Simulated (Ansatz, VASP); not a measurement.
## HgSe in VASP and in Ansatz

```
Hg Se
1.0
     0.00000    3.01562    3.01562
     3.01562    0.00000    3.01562
     3.01562    3.01562    0.00000
Hg Se
1 1
Cartesian
  0.0000 0.0000 0.0000
  4.5234 4.5234 4.5234
```

Change from the starting cell: volume scaled by 0.98.

Alike in both runs: task single point; functional PBE; k mesh 9 × 9 × 9; occupations fermi-dirac, width 0.02 eV; no spin polarisation.

|  | VASP | Ansatz |
| --- | --- | --- |
| version | VASP 6.6.1 | Ansatz 0.2.0 |
| potentials or method | VASP PAW PBE potentials, release 64 (Hg, Se), cutoff 520 eV | all-electron LAPW, scalar-relativistic |

|  | VASP | Ansatz | Ansatz less VASP |
| --- | --- | --- | --- |
| pressure (GPa) | 6.6 | 6.3 | -0.34 |

Ansatz ran all-electron here, so the differences hold the error of VASP's frozen core and of both bases.

Spin-orbit coupling is left out, which matters for the levels of Hg.
